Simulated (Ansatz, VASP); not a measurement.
One calculation of C, two programs

```
CELL_PARAMETERS angstrom
0.00000 1.69645 1.87502
1.69645 0.00000 1.87502
1.69645 1.69645 0.00000
ATOMIC_POSITIONS crystal
C 0.50000 0.50000 0.50000
C 0.75000 0.75000 0.75000
```

Change from the starting cell: strain -0.050 along x and y, +0.050 along z, atoms carried along.

Alike in both runs: task single point; functional PBE; k mesh 12 × 12 × 12; occupations gaussian, width 0.05 eV; no spin polarisation.

|  | VASP | Ansatz |
| --- | --- | --- |
| version | VASP 6.6.1 | Ansatz 0.2.0 |
| potentials or method | VASP PAW PBE potentials, release 64 (C) | scalar-relativistic, plane waves, PAW |
| plane-wave cutoff (eV) | 520 | 420 |
| valence electrons in the cell | 8 | 8 |

VASP gave:

```
gap on the k mesh at the Fermi level (eV)       : 2.98
least direct gap on the mesh (eV)               : 4.82
pressure (GPa)                                  : 26.8
largest component of the traceless stress (GPa) : 71.97
```

Task: Which values does Ansatz return?

Result: gap on the k mesh at the Fermi level (eV): 2.98; least direct gap on the mesh (eV): 4.83; pressure (GPa): 26.0; largest component of the traceless stress (GPa): 72.00.

The functional is the same, so the differences come from potentials, cutoffs and numerics.

Caveats: so large a pressure means that the cell lies far from this level's equilibrium, or that cutoff or potentials fall short (VASP).
